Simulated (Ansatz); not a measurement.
Crystal: B.

```
B
1.0
     2.34611    0.00000    0.00000
     0.00000    2.34611    0.00000
     0.00000    0.00000    1.58579
B
1
Direct
  0.50000 0.50000 0.50000
```

The cell was built by a generator and needn't be a form met in nature.

Program: Ansatz 0.2.0. Alike in all runs: task single point; potentials or basis Ansatz PAW; no spin polarisation; cell as given; k mesh 6 × 6 × 8; smearing fermi-dirac 0.05 eV; the mesh is coarse, so values aren't converged.

Question: Order these runs on this cell by their pressure, lowest first.
A. level HF; cutoff (eV) 420
B. level r2SCAN0; cutoff (eV) 500
C. level r2SCAN50; cutoff (eV) 500

Answer: C (-3.8 GPa), B (-2.1 GPa), A (6.3 GPa).

Caveats: all runs use coarse meshes; the PAW data sets come from PBE, with cores solved anew for the run's functional, which leaves a small shift of forces and pressure; the thresholds are loose for stress.
